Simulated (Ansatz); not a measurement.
The cell comes from COD entry 9004178, which wasn't checked; take it as a given geometry. The listed cell was then made from it by scaling, straining or moving an atom.

An input for ZnO: DFT, LDA, all-electron LAPW, scalar-relativistic (Ansatz 0.2.0).

Command: `ansatz run input.yaml --threads 1 --pin off --max-ram 6144MiB --backend cpu --events-out ev --progress --plain --runs-dir out` The run took 110 s on 1 thread of Arm Neoverse V1, with other jobs on the host, peak memory 0.56 GiB.

```yaml
crystal:
  lattice:
    - [3.1844107494, 0.0, 0.0]
    - [-1.5922053747, 2.7577806051, 0.0]
    - [0.0, 0.0, 5.2038]
  atoms:
    - { symbol: Zn, position: [0.3333333333, 0.6666666667, 0.0] }
    - { symbol: Zn, position: [0.6666666667, 0.3333333333, 0.5] }
    - { symbol: O, position: [0.3333333333, 0.6666666667, 0.3821] }
    - { symbol: O, position: [0.6666666667, 0.3333333333, 0.8821] }
kpoints:
  mp_grid: { grid: [11, 11, 6] }
  band_path:
    path:
      - [0.0, 0.0, 0.0]
      - [0.5, 0.0, 0.0]
      - [0.3333333333, 0.3333333333, 0.0]
      - [0.0, 0.0, 0.0]
      - [0.0, 0.0, 0.5]
      - [0.5, 0.0, 0.5]
      - [0.3333333333, 0.3333333333, 0.5]
      - [0.0, 0.0, 0.5]
      - [0.5, 0.0, 0.5]
    npoints: 5
scf:
  occupations: { method: fermi_dirac, width: 0.02 }
hamiltonian:
  xc: lda
  pseudopotentials: { kind: all_electron, lapw: { basis_error: 0.0005 } }
output:
  forces: true
  stress: true
  eigenvalues: true
```

The results part of the log:

```
SCF 1 converged in 9 iterations: F = -101674.134424 eV  dr2 = 2.28e-8
NSCF: frozen V_eff on 41 k-points
SCF converged after 9 iterations
Free energy (F): -101674.134424 eV
Harris-Foulkes:  -101674.134424 eV  (|F-HF|=1.52e-8)
Internal energy: -101674.134424 eV  (E = F + TS)
E sigma→0 (E₀):  -101674.134424 eV
Fermi energy:    9.750510 eV
--- Per-component energies (eV) ---
  E_band       = -3100.972030
  E_kinetic    = 103415.003569
  E_xc         = -4194.981473
  E_electrostatic = -200894.156520  (all electrons and nuclei)
  E_smearing   = -0.000000  (= −TS)
  E_closure    = 0.000000  (closes the sum)
  E_atoms      = -101652.898813  (free atoms, spherical and without spin; not in F)
  Σ components = -101674.134424   (vs F -101674.134424, Δ=0.00e0)
  Basis errors (estimates in eV, not in F): energy 2.2e-4 per atom: plane waves 2.0e-4 (1.2e-4 summed), levels above the bands 3.4e-250, relativity 6.8e-9, radial functions 1.6e-5, core shells 2.4e-9; eigenvalues (radial functions only) 3.1e-6; not estimated: angular momenta, meshes, grids; target (lapw.basis_error) 5.0e-4; muffin-tin radii O 0.870 Å, Zn 1.068 Å
--- Forces (eV/Å), atoms counted from 1 ---
  atom   1  Zn     0.00000000     0.00000000     0.21327714
  atom   2  Zn     0.00000000    -0.00000000     0.21327714
  atom   3  O      0.00000000     0.00000000    -0.21328588
  atom   4  O     -0.00000000    -0.00000000    -0.21328588
  max |Σ_I F_I| component: 1.75e-5 eV/Å
--- Stress (GPa, compression-positive) ---
        0.325425      -0.000000       0.000000
        0.000000       0.325425       0.000000
        0.000000       0.000000      -4.004445
  P = ⅓ Tr σ = -1.1179 GPa (-11.179 kbar)
--- Band table (eV; the first three rows and the last of 64) ---
  k-point 0: bands = ["-491.7300", "-491.7300", "-113.3447", "-113.3445", "-68.0097", "-68.0059", "-67.9937", "-67.9937", "-67.9930", "-67.9930", "-8.8121", "-8.0071", "3.3034", "3.3128", "3.3128", "3.4178", "3.4964", "3.4964", "4.6279", "4.6279", "4.8491", "4.8491", "5.1858", "8.5619", "8.5619", "9.1878", "9.3502", "9.3502", "10.1323", "14.6204", "17.4018", "22.3781", "22.3781", "23.0636"]
  k-point 1: bands = ["-491.7300", "-491.7300", "-113.3447", "-113.3445", "-68.0095", "-68.0062", "-67.9936", "-67.9936", "-67.9931", "-67.9931", "-8.7615", "-8.0646", "3.2178", "3.3195", "3.3195", "3.3624", "3.4779", "3.4779", "4.6478", "4.6478", "4.8400", "4.8400", "5.4792", "8.6153", "8.6153", "8.6309", "9.2982", "9.2982", "10.7711", "14.3702", "17.6204", "22.1788", "22.3832", "22.3832"]
  k-point 2: bands = ["-491.7300", "-491.7300", "-113.3447", "-113.3446", "-68.0088", "-68.0069", "-67.9935", "-67.9935", "-67.9932", "-67.9932", "-8.6209", "-8.2188", "3.1132", "3.2347", "3.3418", "3.3418", "3.4326", "3.4326", "4.6986", "4.6986", "4.8103", "4.8103", "6.1610", "7.8168", "8.7609", "8.7609", "9.1555", "9.1555", "11.7785", "13.7127", "18.2432", "20.6312", "22.4519", "22.4519"]
  k-point 63: bands = ["-491.7300", "-491.7300", "-113.3445", "-113.3445", "-68.0076", "-68.0076", "-67.9957", "-67.9957", "-67.9951", "-67.9951", "-7.8179", "-7.8179", "3.2574", "3.2574", "3.5717", "3.5717", "4.1172", "4.1172", "4.6528", "4.6528", "5.1871", "5.1871", "5.4444", "5.4444", "6.5301", "6.5301", "7.9601", "7.9601", "16.7168", "16.7168", "17.7644", "17.7644", "18.4701", "18.4701"]
```
